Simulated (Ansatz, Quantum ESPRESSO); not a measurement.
Given: the input of a run of Ansatz 0.2.0 on Ga. Atoms were shifted at random by some hundredths of an Å from the given cell, which wasn't relaxed again for these runs. This isn't the form of Ga at room conditions, which is orthorhombic.

input.yaml

```yaml
crystal:
  lattice:
    - [1.383, -4.0265, 0.0]
    - [1.383, 4.0265, 0.0]
    - [-0.1174474948, 0.0, 3.3299294416]
  atoms:
    - { symbol: Ga, position: [0.116991, 0.856835, 0.748342] }
    - { symbol: Ga, position: [0.866666, 0.132424, 0.236628] }
kpoints:
  mp_grid: { grid: [10, 10, 8] }
scf:
  occupations: { method: fermi_dirac, width: 0.05 }
hamiltonian:
  xc: pbesol
  pseudopotentials: { kind: all_electron, lapw: { basis_error: 0.001 } }
output:
  forces: true
  stress: true
  eigenvalues: true
  populations: true
```

Potentials or basis: all-electron LAPW, scalar-relativistic.

The run is started by

```bash
$ ansatz run input.yaml --threads 1 --pin off --max-ram 3072MiB --backend cpu --events-out ev --progress --plain --runs-dir out
```

Task: What does the same run look like in Quantum ESPRESSO 7.5? Potentials or basis there: GBRV 1.5 PBEsol, cutoff 762 eV.

Result: As run (cutoffs and basis follow the program's own potentials, and thresholds, step limits or extra output files can differ):

Contents of pw.in:

```
&CONTROL
  calculation = 'scf'
  prefix = 'pwscf'
  outdir = './tmp'
  pseudo_dir = './pseudo'
  tprnfor = .true.
  tstress = .true.
  disk_io = 'nowf'
/
&SYSTEM
  ibrav = 0
  nat = 2
  ntyp = 1
  ecutwfc = 56
  ecutrho = 448
  nbnd = 27
  occupations = 'smearing'
  smearing = 'fd'
  degauss = 0.00367493
/
&ELECTRONS
  conv_thr = 4d-10
  electron_maxstep = 120
  mixing_beta = 0.5
/
ATOMIC_SPECIES
Ga    69.7230 ga_pbesol_v1.4.uspp.F.UPF
CELL_PARAMETERS angstrom
   1.3830000000   -4.0265000000    0.0000000000
   1.3830000000    4.0265000000    0.0000000000
  -0.1174474948    0.0000000000    3.3299294416
ATOMIC_POSITIONS crystal
Ga     0.1169910000    0.8568350000    0.7483420000
Ga     0.8666660000    0.1324240000    0.2366280000
K_POINTS automatic
10 10 8 0 0 0
```

Potentials or basis: GBRV 1.5 PBEsol.

Launch:

```console
$ OMP_NUM_THREADS=1 mpirun -n 2 pw.x -nk 2 -in pw.in > pw.out
```

Both were run:

|  | Ansatz | Quantum ESPRESSO |
| --- | --- | --- |
| Pressure | -1.9 GPa | -1.9 GPa |
| Largest force | 0.178 eV/Å | 0.177 eV/Å |

Where Ansatz's input types no cutoff or centring, it takes its own default and a Γ-centred mesh.

Pressure is positive in compression.
